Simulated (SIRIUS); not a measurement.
# As (P-1) in SIRIUS: notebook, part 2 of 2

SIRIUS 7.12.0. Earlier steps stand in the parts before.

## (3) Single point, PBE (all atoms moved at random)

sirius.json

```json
{
  "control": {
    "processing_unit": "cpu",
    "verbosity": 2,
    "num_bands_to_print": 11,
    "print_forces": true,
    "print_stress": true
  },
  "parameters": {
    "electronic_structure_method": "pseudopotential",
    "xc_functionals": ["XC_GGA_X_PBE", "XC_GGA_C_PBE"],
    "gk_cutoff": 9.2,
    "pw_cutoff": 18.4,
    "ngridk": [5, 5, 3],
    "shiftk": [0, 0, 0],
    "smearing": "fermi_dirac",
    "smearing_width": 0.0018374661,
    "num_bands": 11,
    "num_mag_dims": 0,
    "num_dft_iter": 100,
    "energy_tol": 1e-08,
    "density_tol": 1e-06
  },
  "iterative_solver": {
    "type": "davidson",
    "min_tolerance": 1e-10
  },
  "mixer": {
    "type": "anderson",
    "beta": 0.7,
    "max_history": 8
  },
  "settings": {
    "tol_ne": 1e-10,
    "pseudo_grid_cutoff": 6.5
  },
  "unit_cell": {
    "lattice_vectors": [
      [5.109218016752, 0.0, 0.0],
      [0.0, 5.109218016752, 0.0],
      [0.0, 0.0, 10.218436052401]
    ],
    "atom_coordinate_units": "lattice",
    "atom_types": ["As"],
    "atom_files": {
      "As": "As.json"
    },
    "atoms": {
      "As": [
        [0.41748838, 0.48464351, 0.24297178],
        [0.58251162, 0.51535649, 0.75702822]
      ]
    }
  }
}
```

Potentials or basis: SG15 1.2 PBE (norm-conserving).

Launch:

```console
> upf_to_json As_ONCV_PBE-1.2.upf
> OMP_NUM_THREADS=1 sirius.scf --input=sirius.json --output=out.json --task=0
```

Standard output:

```text
[info] SIRIUS version : 7.12.0
[info] number of MPI ranks           : 1
[info] MPI grid                      : 1 1
[info] maximum number of OMP threads : 1
[fft] FFT context for density and potential
[fft] =====================================
[fft]   comm size                             : 1
[fft]   plane wave cutoff                     : 18.4
[fft]   grid size                             : 32 32 64   total : 65536
[fft]   grid limits                           : -15 16   -15 16   -31 32
[fft]   number of G-vectors within the cutoff : 13990
[fft]   local number of G-vectors             : 13990
[fft]   number of G-shells                    : 2108
[fft] FFT context for coarse grid
[fft] =====================================
[fft]   comm size                             : 1
[fft]   plane wave cutoff                     : 18.4
[fft]   grid size                             : 32 32 64   total : 65536
[fft]   grid limits                           : -15 16   -15 16   -31 32
[fft]   number of G-vectors within the cutoff : 13990
[fft]   local number of G-vectors             : 13990
[fft]   number of G-shells                    : 2108
[unit cell] lattice vectors
[unit cell]   a1 :       5.1092180168      0.0000000000      0.0000000000
[unit cell]   a2 :       0.0000000000      5.1092180168      0.0000000000
[unit cell]   a3 :       0.0000000000      0.0000000000     10.2184360524
[unit cell] reciprocal lattice vectors
[unit cell]   b1 :       1.2297743581      0.0000000000      0.0000000000
[unit cell]   b2 :       0.0000000000      1.2297743581      0.0000000000
[unit cell]   b3 :       0.0000000000      0.0000000000      0.6148871779
[unit cell] unit cell volume :       266.74316589 [a.u.^3]
[unit cell] 1/sqrt(omega)    :         0.06122846
[unit cell] MT volume        :         0.00000000 ( 0.00%)
[unit cell] IT volume        :       266.74316589 (100.00%)
[unit cell] number of atom types : 1
[unit cell] type id : 0 symbol : As mt_radius :   6.010000 num_atoms : 2
[unit cell] total number of atoms : 2
[unit cell] number of symmetry classes : 1
[unit cell] number of PAW atoms : 0
[unit cell] atom id  type id  class id             position                      vector_field
[unit cell] ------------------------------------------------------------------------------------------
[unit cell]      0        0        0      0.41749   0.48464   0.24297      0.00000   0.00000   0.00000
[unit cell]      1        0        0      0.58251   0.51536   0.75703      0.00000   0.00000   0.00000
[unit cell] atom id         position (Cartesian, a.u.)
[unit cell] ---------------------------------------------
[unit cell]      0       2.133039    2.476149    2.482792
[unit cell]      1       2.976179    2.633069    7.735644
[unit cell] class id : 0 atom id : 0 1
[unit cell] minimum bond length:     5.039100
[unit cell] total number of pseudo wave-functions: 0
[sym] space group number   : 2
[sym] international symbol : P-1
[sym] Hall symbol          : -P 1
[sym] space group transformation matrix :
[sym]   1.0000  0.0000  0.0000
[sym]   0.0000  1.0000  0.0000
[sym]   0.0000  0.0000  1.0000
[sym] space group origin shift :
[... 241 lines left out ...]
[diagonalize] ik:    2   -0.149597   -0.040881    0.088253    0.140182    0.181604    0.388299    0.531846    0.567452    0.602980    0.711146    0.774707
[diagonalize] ik:    3   -0.220412   -0.105667    0.076173    0.268042    0.366828    0.472465    0.491627    0.529385    0.601163    0.665724    0.712902
[diagonalize] ik:    4   -0.193370   -0.079191    0.102044    0.283748    0.301947    0.374087    0.410266    0.482469    0.619850    0.657898    0.693491
[diagonalize] ...
[diagonalize] ik:   33   -0.202491   -0.149258    0.160170    0.283108    0.330261    0.333811    0.501971    0.524088    0.668813    0.696693    0.735599
[diagonalize] ik:   34   -0.175541   -0.122425    0.183919    0.300789    0.312072    0.342831    0.357455    0.379264    0.679165    0.713384    0.789502
[diagonalize] ik:   35   -0.105379   -0.053541    0.121464    0.168450    0.252340    0.368054    0.406961    0.420123    0.533242    0.640529    0.690523
[diagonalize] ik:   36   -0.105257   -0.053824    0.122678    0.167102    0.253238    0.366624    0.407006    0.418915    0.537321    0.641214    0.679310
[diagonalize] ik:   37   -0.175488   -0.122528    0.184755    0.300020    0.310603    0.344406    0.356331    0.379687    0.680930    0.716885    0.788884
[find] Charges and magnetic moments
[find] --------------------------------------------------------------------------------
[find] total charge          : 10.000000
[find] Energy
[find] --------------------------------------------------------------------------------
[find] valence_eval_sum               :       0.76863936
[find] <rho|V^{XC}>                   :      -4.09923720
[find] <rho|E^{XC}>                   :      -3.14723608
[find] <mag|B^{XC}>                   :       0.00000000
[find] <rho|V^{H}>                    :       0.98771375
[find] one-electron contribution      :       3.88016281 (Ha),       7.76032561 (Ry)
[find] hartree contribution           :       0.49385688
[find] xc contribution                :      -3.14723608
[find] ewald contribution             :     -13.89079150
[find] PAW contribution               :       0.00000000
[find] smearing (-TS)                 :      -0.00051156
[find] SCF correction                 :      -0.00000025
[find] Total energy                   :     -12.66400814 (Ha),     -25.32801629 (Ry)
[find] Free energy (E-TS)             :     -12.66451971 (Ha),     -25.32903942 (Ry)
[find] band gap (eV)                  :       0.00000000
[find] Efermi                         :       0.31287679
[find] iteration : 9, RMS (target) : 5.4030e-07 (1.0000e-06) , energy difference (target) : -3.4267e-09 (1.0000e-08)
[find] bands are converged : true
[find] iterative solver converged : false
[find] converged after 10 SCF iterations!
[find] Charges and magnetic moments
[find] --------------------------------------------------------------------------------
[find] total charge          : 10.000000
[find] Energy
[find] --------------------------------------------------------------------------------
[find] valence_eval_sum               :       0.76863936
[find] <rho|V^{XC}>                   :      -4.09923720
[find] <rho|E^{XC}>                   :      -3.14723608
[find] <mag|B^{XC}>                   :       0.00000000
[find] <rho|V^{H}>                    :       0.98771375
[find] one-electron contribution      :       3.88016281 (Ha),       7.76032561 (Ry)
[find] hartree contribution           :       0.49385688
[find] xc contribution                :      -3.14723608
[find] ewald contribution             :     -13.89079150
[find] PAW contribution               :       0.00000000
[find] smearing (-TS)                 :      -0.00051156
[find] SCF correction                 :      -0.00000025
[find] Total energy                   :     -12.66400814 (Ha),     -25.32801629 (Ry)
[find] Free energy (E-TS)             :     -12.66451971 (Ha),     -25.32903942 (Ry)
[find] band gap (eV)                  :       0.00000000
[find] Efermi                         :       0.31287679
[ground_state] === stress tensor components [kbar] ===
[ground_state] === stress_kin ===
[ground_state] -3040.963005   -1.503196  -18.005717
[ground_state]    -1.503196-3042.765336   -3.442931
[ground_state]   -18.005717   -3.442931-2957.101193
[ground_state] === stress_har ===
[ground_state]  -218.667612   -0.142321    3.528534
[ground_state]    -0.142321 -184.947764    0.815892
[ground_state]     3.528534    0.815892 -141.094701
[ground_state] === stress_ewald ===
[ground_state]  4958.847304   -3.582105   37.728773
[ground_state]    -3.582105 5100.060817    7.886520
[ground_state]    37.728773    7.886520 5262.239492
[ground_state] === stress_vloc ===
[ground_state]  1354.458837    4.215664  -26.297091
[ground_state]     4.215664 1203.480052   -4.951762
[ground_state]   -26.297091   -4.951762  966.423663
[ground_state] === stress_xc ===
[ground_state]  1062.030191   -0.006576    0.028770
[ground_state]    -0.006576 1062.647857    0.014078
[ground_state]     0.028770    0.014078 1063.288322
[ground_state] === stress_nonloc ===
[ground_state] -4182.903807   -0.759007   -3.287814
[ground_state]    -0.759007-4185.950855   -1.061426
[ground_state]    -3.287814   -1.061426-4156.656776
[ground_state] === stress_us_nl ===
[ground_state] -4182.903807   -0.759007   -3.287814
[ground_state]    -0.759007-4185.950855   -1.061426
[ground_state]    -3.287814   -1.061426-4156.656776
[ground_state] === stress_total ===
[ground_state]   -67.198092   -1.777540   -6.304545
[ground_state]    -1.777540  -47.475229   -0.739629
[ground_state]    -6.304545   -0.739629   37.098807
[ground_state] ==== total Forces in Ha/bohr =====
[ground_state] atom:    0, force:       0.0042015      0.0008046     -0.0021424
[ground_state] atom:    1, force:      -0.0042015     -0.0008046      0.0021424
[ground_state] ==== ultrasoft contribution from Qij =====
[ground_state] atom:    0, force:       0.0000000      0.0000000      0.0000000
[ground_state] atom:    1, force:       0.0000000      0.0000000      0.0000000
[ground_state] ==== non-local contribution from Beta-projector =====
[ground_state] atom:    0, force:       0.0130320      0.0017097     -0.0146172
[ground_state] atom:    1, force:      -0.0130320     -0.0017097      0.0146172
[ground_state] ==== contribution from local potential =====
[ground_state] atom:    0, force:       0.0346959      0.0083630     -0.1694396
[ground_state] atom:    1, force:      -0.0346959     -0.0083630      0.1694396
[ground_state] ==== contribution from core density =====
[ground_state] atom:    0, force:       0.0000000      0.0000000      0.0000000
[ground_state] atom:    1, force:       0.0000000      0.0000000      0.0000000
[ground_state] ==== Ewald forces from ions =====
[ground_state] atom:    0, force:      -0.0435264     -0.0092681      0.1819147
[ground_state] atom:    1, force:       0.0435264      0.0092681     -0.1819147
[~DFT_ground_state] local op. applied: 11938
[~DFT_ground_state] evp. work count: 5103.19
[~DFT_ground_state] number of iterative solver steps: 1168
```

Wall time 10 s (1 thread of Intel Xeon 6975P-C (Granite Rapids), shared host); peak memory 0.29 GiB.

What came out:

* Free energy: -344.6191 eV
* Pressure: 2.6 GPa
* Largest force: 0.246 eV/Å
* Band gap on the k mesh: none (metal or under the smearing width)

Forces on the atoms (eV/Å):
```
As   0.216  0.041 -0.110
As  -0.216 -0.041  0.110
```

Caveat: the k mesh is coarse (spacing up to 0.46 Å⁻¹), so the values aren't converged.

## (4) Single point, PBE (all atoms moved at random)

Edit sirius.json of step 3 so:

```diff
@@ -4,3 +4,3 @@
     "verbosity": 2,
-    "num_bands_to_print": 11,
+    "num_bands_to_print": 23,
     "print_forces": true,
@@ -17,3 +17,3 @@
     "smearing_width": 0.0018374661,
-    "num_bands": 11,
+    "num_bands": 23,
     "num_mag_dims": 0,
@@ -38,6 +38,7 @@
     "lattice_vectors": [
-      [5.109218016752, 0.0, 0.0],
-      [0.0, 5.109218016752, 0.0],
-      [0.0, 0.0, 10.218436052401]
+      [1.0, 0.0, 0.0],
+      [0.0, 1.0, 0.0],
+      [0.0, 0.0, 2.000000003699]
     ],
+    "lattice_vectors_scale": 5.1092180168,
     "atom_coordinate_units": "lattice",
```

Potentials or basis: in-house norm-conserving set, PBE (scalar relativistic).

Launch:

```console
> upf_to_json As.upf
> OMP_NUM_THREADS=1 sirius.scf --input=sirius.json --output=out.json --task=0
```

It took 20 s on 1 thread of Intel Xeon 6975P-C (Granite Rapids), shared host; peak memory 0.31 GiB.

Results (log left out):

```
Free energy            : -5772.0036 eV
Pressure               : 2.3 GPa
Largest force          : 0.256 eV/Å
Band gap on the k mesh : none (metal or under the smearing width)
```

Forces on the atoms (eV/Å):
```
As   0.224  0.043 -0.117
As  -0.224 -0.043  0.117
```

Stress tensor (GPa, compression positive):
```
 6.35  0.18  0.64
 0.18  4.43  0.08
 0.64  0.08 -4.00
```

Caveat: the k mesh is coarse (spacing up to 0.46 Å⁻¹), so the values aren't converged.

## (5) Single point, PBE (all atoms moved at random)

Edit sirius.json of step 4 so:

```diff
@@ -4,3 +4,3 @@
     "verbosity": 2,
-    "num_bands_to_print": 23,
+    "num_bands_to_print": 33,
     "print_forces": true,
@@ -11,4 +11,4 @@
     "xc_functionals": ["XC_GGA_X_PBE", "XC_GGA_C_PBE"],
-    "gk_cutoff": 9.2,
-    "pw_cutoff": 18.4,
+    "gk_cutoff": 10.2,
+    "pw_cutoff": 20.4,
     "ngridk": [5, 5, 3],
@@ -17,3 +17,3 @@
     "smearing_width": 0.0018374661,
-    "num_bands": 23,
+    "num_bands": 33,
     "num_mag_dims": 0,
@@ -38,7 +38,6 @@
     "lattice_vectors": [
-      [1.0, 0.0, 0.0],
-      [0.0, 1.0, 0.0],
-      [0.0, 0.0, 2.000000003699]
+      [5.109218016752, 0.0, 0.0],
+      [0.0, 5.109218016752, 0.0],
+      [0.0, 0.0, 10.218436052401]
     ],
-    "lattice_vectors_scale": 5.1092180168,
     "atom_coordinate_units": "lattice",
```

Potentials or basis: PseudoDojo 0.5 PBE stringent (scalar relativistic).

Launch:

```console
> upf_to_json As.upf
> OMP_NUM_THREADS=1 sirius.scf --input=sirius.json --output=out.json --task=0
```

Standard output:

```text
[info] SIRIUS version : 7.12.0
[info] number of MPI ranks           : 1
[info] MPI grid                      : 1 1
[info] maximum number of OMP threads : 1
[fft] FFT context for density and potential
[fft] =====================================
[fft]   comm size                             : 1
[fft]   plane wave cutoff                     : 20.4
[fft]   grid size                             : 36 36 72   total : 93312
[fft]   grid limits                           : -17 18   -17 18   -35 36
[fft]   number of G-vectors within the cutoff : 19140
[fft]   local number of G-vectors             : 19140
[fft]   number of G-shells                    : 2836
[fft] FFT context for coarse grid
[fft] =====================================
[fft]   comm size                             : 1
[fft]   plane wave cutoff                     : 20.4
[fft]   grid size                             : 36 36 72   total : 93312
[fft]   grid limits                           : -17 18   -17 18   -35 36
[fft]   number of G-vectors within the cutoff : 19140
[fft]   local number of G-vectors             : 19140
[... 379 lines left out ...]
[ground_state] 111725.853978    0.265328   -0.014108
[ground_state]     0.265328111718.949758   -0.272984
[ground_state]    -0.014108   -0.272984111715.747253
[ground_state] === stress_total ===
[ground_state]   -63.533145   -1.765797   -6.506941
[ground_state]    -1.765797  -44.434938   -0.803259
[ground_state]    -6.506941   -0.803259   39.716426
[ground_state] ==== total Forces in Ha/bohr =====
[ground_state] atom:    0, force:       0.0043574      0.0008499     -0.0023639
[ground_state] atom:    1, force:      -0.0043574     -0.0008499      0.0023639
[ground_state] ==== ultrasoft contribution from Qij =====
[ground_state] atom:    0, force:       0.0000000      0.0000000      0.0000000
[ground_state] atom:    1, force:       0.0000000      0.0000000      0.0000000
[ground_state] ==== non-local contribution from Beta-projector =====
[ground_state] atom:    0, force:       0.0298492      0.0035918     -0.0411077
[ground_state] atom:    1, force:      -0.0298492     -0.0035918      0.0411077
[ground_state] ==== contribution from local potential =====
[ground_state] atom:    0, force:       0.8960777      0.1934352     -3.8112639
[ground_state] atom:    1, force:      -0.8960777     -0.1934352      3.8112639
[ground_state] ==== contribution from core density =====
[ground_state] atom:    0, force:      -0.0005519     -0.0000645      0.0006907
[ground_state] atom:    1, force:       0.0005519      0.0000645     -0.0006907
[ground_state] ==== Ewald forces from ions =====
[ground_state] atom:    0, force:      -0.9210185     -0.1961129      3.8493142
[ground_state] atom:    1, force:       0.9210185      0.1961129     -3.8493142
[~DFT_ground_state] local op. applied: 31353
[~DFT_ground_state] evp. work count: 3763.69
[~DFT_ground_state] number of iterative solver steps: 1019
```

It took 52 s on 1 thread of Intel Xeon 6975P-C (Granite Rapids), shared host; peak memory 0.44 GiB.

Results:

```yaml
Free_energy: -16612.3832 eV
Pressure: 2.3 GPa
Largest_force: 0.259 eV/Å
Band_gap_on_the_k_mesh: none (metal or under the smearing width)
```

Forces on the atoms (eV/Å):
```
As   0.224  0.044 -0.122
As  -0.224 -0.044  0.122
```

Caveat: the k mesh is coarse (spacing up to 0.46 Å⁻¹), so the values aren't converged.

## (6) Overview

| potentials or basis | cutoff (eV) | gap on the mesh (eV) | pressure (GPa) | largest force (eV/Å) |
| --- | --- | --- | --- | --- |
| PseudoDojo 0.4.1 PBE standard (scalar relativistic) | 1152 | none | 2.3 | 0.25 |
| SG15 1.2 PBE (norm-conserving) | 1152 | none | 2.6 | 0.25 |
| in-house norm-conserving set, PBE (scalar relativistic) | 1152 | none | 2.3 | 0.26 |
| PseudoDojo 0.5 PBE stringent (scalar relativistic) | 1416 | none | 2.3 | 0.26 |

Alike in all rows: task single point; level PBE; no spin polarisation; cell all atoms moved at random; k mesh 5 × 5 × 3; smearing fermi-dirac 0.05 eV; the mesh is coarse, so values aren't converged.

Caveats: all runs use coarse meshes.

Absolute energies hang on the potentials; compare differences alone.
